The functional with the highest bulk modulus should be the one that makes the stiffest bonds. In silicon carbide that would be the local density approximation, LDA, and BLYP would make the softest. The bulk modulus B is the pressure needed per relative loss of volume, so the reading seems natural: change the approximation for the exchange and correlation energy of the electrons, and the springs between silicon and carbon change with it.

Bulk modulus of cubic silicon carbide (SiC, two-atom cell) from Kohn-Sham DFT with ABINIT 10.8.3, ABACUS 3.10.1 and GPAW 26.7.0, without spin polarisation and with Fermi-Dirac smearing of 0.05 eV. Each value comes from an equation-of-state fit and holds at zero pressure. The measured reference is 225 GPa, a quoted earlier experiment on a bulk crystal.

| program | functional | how the value is got | potentials or basis | wave cutoff (eV) | k-mesh | computed bulk modulus (GPa) | computed over measured, less one (%) |
| --- | --- | --- | --- | --- | --- | --- | --- |
| ABINIT 10.8.3 (1) | BLYP | fit, rest volume 10.84 Å³/atom | PseudoDojo NC SR PBE v0.4.1 standard | 1116 | 10x10x10 | 194.0 | -13.8 |
| ABINIT 10.8.3 (2) | BLYP | fit, rest volume 10.74 Å³/atom | JTH PAW PBE v2.0 | 544 | 10x10x10 | 198.7 | -11.7 |
| ABINIT 10.8.3 (3) | PW91 | fit, rest volume 10.52 Å³/atom | PseudoDojo NC SR PBE v0.4.1 standard | 1116 | 10x10x10 | 211.1 | -6.2 |
| ABACUS 3.10.1 | PW91 | fit, rest volume 10.52 Å³/atom | PseudoDojo NC SR 0.5 PBE stringent | 1116 | 8x8x8 | 211.1 | -6.2 |
| GPAW 26.7.0 (1) | PBE | fit, rest volume 10.57 Å³/atom | GPAW PAW data sets (gpaw data 1.2.1) | 800 | 10x10x10 | 211.9 | -5.8 |
| ABINIT 10.8.3 (4) | PW91 | fit, rest volume 10.47 Å³/atom | JTH PAW PBE v2.0 | 544 | 10x10x10 | 213.3 | -5.2 |
| ABINIT 10.8.3 (5) | PBE+D2 | fit, rest volume 10.31 Å³/atom | JTH PAW PBE v2.0 | 544 | 10x10x10 | 218.5 | -2.9 |
| ABINIT 10.8.3 (6) | PBEsol | fit, rest volume 10.34 Å³/atom | PseudoDojo NC SR PBEsol v0.4 stringent | 1116 | 10x10x10 | 220.5 | -2.0 |
| GPAW 26.7.0 (2) | AM05 | fit, rest volume 10.38 Å³/atom | PAW data sets made by gpaw setup for the functional | 800 | 10x10x10 | 220.8 | -1.9 |
| ABINIT 10.8.3 (7) | AM05 | fit, rest volume 10.30 Å³/atom | JTH PAW PBE v2.0 | 544 | 10x10x10 | 221.4 | -1.6 |
| ABINIT 10.8.3 (8) | LDA-PZ | fit, rest volume 10.13 Å³/atom | PseudoDojo NC SR LDA v0.4.1 standard | 1116 | 10x10x10 | 227.7 | 1.2 |
| ABINIT 10.8.3 (9) | LDA | fit, rest volume 10.13 Å³/atom | JTH PAW LDA v2.0 | 544 | 10x10x10 | 229.5 | 2.0 |

The computed bulk modulus rises from 194 GPa with BLYP to 229.5 GPa with LDA. The column "how the value is got" holds a second quantity that changes along with it, the rest volume, at which the computed crystal is free of pressure. It shrinks from 10.84 to 10.13 Å³ per atom. Each functional is therefore judged at a different density of the crystal, and the order may come from that density, from the bonds themselves, or from the different potentials and programs.

### How much the potentials and programs can do

Pairs of rows with the same functional show how much the technical choices matter. Exchanging norm-conserving potentials for PAW data sets raises B by about 2 GPa for PW91 and for LDA (whose two rows are also labelled as different forms, LDA-PZ and LDA), and by 4.7 GPa for BLYP. The whole table spans 35.5 GPa. The technical choices blur the order of close neighbours, but they don't make the trend.

Part of the BLYP gap comes from the curve fit. The energies of the BLYP row with PAW data sets scatter more about their fitted curve than those of any other row. If B is taken from the computed pressures instead, this row drops from 198.7 to 196.9 GPa, while its norm-conserving partner stays at 194 GPa. A difference of 2 or 3 GPa between two such calculations is thus no reason to prefer one functional.

### The bonds compared at equal volume

The stiffer-bond reading can be tested by holding every crystal at the same volume, 10.35 Å³ per atom, and asking how fast the pressure rises on compression there. If LDA made the stiffer bonds, it would still lead. Instead the two LDA rows are the softest of all, at 210 and 211.5 GPa, and BLYP with norm-conserving potentials is the stiffest, at 232 GPa. Part of this lead is not bond stiffness. With V the volume per atom, P the pressure and E″ the curvature of the energy per atom against the bond length r, B = r²E″/(9V) + 2P/3, so a crystal under pressure gains a term from the pressure alone. At this volume the BLYP crystal is under 9.7 GPa and the LDA-PZ crystal under −4.7 GPa, which makes about 10 GPa of their difference. With this term taken out the LDA rows are still the softest, though only just against PBE with D2.

The four functionals run in ABINIT with norm-conserving potentials make the cleanest comparison. At rest their stiffness rises from BLYP through PW91 and PBEsol to LDA. At equal volume it falls in exactly that order. At this volume the stiffness found from the pressures agrees within 1 GPa with that from the energy curves in every row, so the reversal doesn't hang on the way B is extracted.

One caution concerns the potentials. The BLYP and PW91 rows, and AM05 in ABINIT, use potentials made for PBE, which is not fully consistent. PBEsol, PBE and the GPAW row of AM05 use potentials made for their own functional, and they too are stiffer than LDA at equal volume. The mismatch may shift single values, but it isn't what puts LDA last.

### Why a smaller crystal is a stiffer one

When a solid is squeezed, its electron clouds are pushed into each other, and the repulsion grows faster the closer the atoms already are. Each further step of compression costs more pressure than the one before. A functional that lets the crystal settle at a smaller volume therefore has its stiffness read on a steeper part of the curve.

A short formula gives the size of this effect. Let V be the volume per atom, P the pressure and B′ the rise of B per unit of pressure. By definition B = −V dP/dV, so a small change of volume changes the pressure by dP = −B dV/V. With dB = B′ dP this becomes dB/B = −B′ dV/V. If B′ is constant, B varies as V to the power −B′, which is the Murnaghan form.

In these calculations B′ is close to 3.9. A crystal compressed by 1% in volume becomes about 4% stiffer, whichever of these functionals describes it.

Now suppose that all functionals shared one curve of stiffness against volume, that of the LDA-PZ row, and differed only in where they come to rest. This row has B = 227.7 GPa and B′ = 3.87. The rest volume of BLYP with norm-conserving potentials is larger by a factor of 1.07. Raised to the power −3.87, this factor gives about 0.77, and the predicted stiffness is about 176 GPa. The LDA-PZ scan itself reaches this volume, and its pressures give 173.5 GPa there, so the Murnaghan form slightly understates the softening.

The BLYP calculation gives 194 GPa. The BLYP value did not enter the estimate, apart from its rest volume. Volume alone thus gives the right direction and more than the full size of the effect: a loss of 52 GPa, where only 34 GPa is found. The same holds along the table, since the shared curve makes every other row too soft, though the second LDA row by less than 2 GPa.

### What gives part of the stiffness back

The remainder comes from the way in which BLYP enlarges the crystal. LDA judges the electron gas at each point by its local density alone and is known to bind atoms too strongly. Functionals with gradient corrections also take into account how quickly the density varies. Such corrections generally favour separated atoms, where the density is more uneven, over the smoother density of a bonded crystal. Theory thus argues for an outward push relative to LDA.

The pressures show this push directly. At 10.14 Å³ per atom the pressure in the BLYP crystal is 14.9 GPa higher than in the LDA-PZ crystal. At 10.55 Å³ per atom the difference is 14.0 GPa. Pressures computed with a fixed basis lie slightly under the slope of the energies, but by far less than this difference. The push is strong, and it weakens as the crystal expands.

An extra pressure that weakens on expansion adds to B. Compress the crystal and it pushes back harder; stretch it and it lets go. At fixed volume BLYP is therefore stiffer than LDA, by 22 GPa at 10.35 Å³ per atom. About 10 GPa of this is the pressure term met above, which even a constant force along the bonds would give; the other 12 GPa is a true additional spring. At the larger rest volume of BLYP the Murnaghan form leaves about 18 GPa of this advantage, and that is the gap between the shared-curve estimate and the calculation.

This last step is an account of where the stiffness goes, not an independent test, because the pressures and the bulk moduli describe the same curves. It does explain how one correction can do two opposite things. The push moves the crystal to a larger volume, where it is much softer, and its fading returns about a third of the loss for BLYP. For PBEsol it returns more than half, so the share is not fixed.

### A rule for the net effect

The two effects together can be summed up in one number. A straight line through the logarithm of B against the logarithm of the rest volume, fitted by least squares to all twelve rows, has a slope of −2.4. From one functional to another, a rest volume larger by 1% goes with a bulk modulus lower by about 2.4%. The typical miss is 1%. The slope is an average: from LDA-PZ to BLYP with norm-conserving potentials it is about −2.4, from LDA-PZ to PBEsol only about −1.5.

Compressing a single crystal is the neighbouring case, and there the dependence is steeper, with a power near −3.9. The difference is physical. An outside pressure changes only the volume, whereas a change of functional also changes the curve. Using the slope of one series for the other would misjudge the change in stiffness by more than a third.

The rule is weakest for PBE, which is 1.8% stiffer than the line although it took part in the fit. AM05 offers a hint. Its two rows agree within 1 GPa at rest, yet at equal volume the GPAW row is stiffer by 7 GPa, and its rest volume is larger. PBE was also computed with GPAW, and PW91, its close kin, is softer than it by 5 to 8 GPa at equal volume in ABINIT and ABACUS. The data sets or the program are therefore the likely reason why PBE lies above the line, and plain PBE with the other potentials is expected near the PW91 rows.

The AM05 pair also carries a warning. Two calculations can agree in the bulk modulus while their curves differ, because a larger volume and a stiffer curve offset each other. Agreement in B alone is a weak check of a potential.

### What the measured value can decide

Against the measured 225 GPa, the two LDA rows are 1% and 2% too high, and BLYP is 12% to 14% too low. The LDA-PZ row comes closest of all, but its good value rests on a crystal that is 2% smaller than the cell given to the programs, 10.35 Å³ per atom, which is close to the measured one. Held at the volume of that cell, LDA-PZ gives a stiffness 7% below the measured one. Its overbinding makes up for a curve that is softer than those of the other functionals.

The reference is also less sharp than these percentages suggest. It is a single quoted value, listed here without an error bar. Temperature and the zero-point motion of the atoms are contained in it and usually soften a crystal a little, while the calculations describe atoms at rest. An error of 1% or 2%, and even its sign, can't crown a functional. That BLYP is too soft is a safer conclusion, since its error is far larger and a correction for atomic motion would probably increase it.

### What to do about it

Read the rest volume before the bulk modulus. If two functionals differ in B for silicon carbide, the rule above gives a rough size for the difference that goes with their volumes; another material needs its own slope. If the volume is wrong, a good bulk modulus is no evidence that the functional describes the bonds well.

Don't mix values taken at rest with values taken at a fixed cell. Fixing the cell at an experimental volume seems a fair way to compare functionals, but here it largely reverses the order. For BLYP with norm-conserving potentials it changes the answer from 194 to 232 GPa, more than the whole spread of the table. A report should say at which volume the stiffness was taken and whether the crystal was free of pressure there.

To compute how far silicon carbide is compressed by a small pressure, PBEsol and AM05 are sound choices. Their rest volumes lie within half a percent of the cell given to the programs, and their bulk moduli about 2% below the measured value. PBE with the D2 dispersion correction comes almost as close, but D2 was designed mainly for the weak attraction between molecules, so in a covalent crystal its success may be a compensation of errors. BLYP would overstate the compression under a given small load by about a seventh. A change of potentials or program within one functional should be allowed up to 5 GPa at rest and up to 7 GPa at a fixed volume.
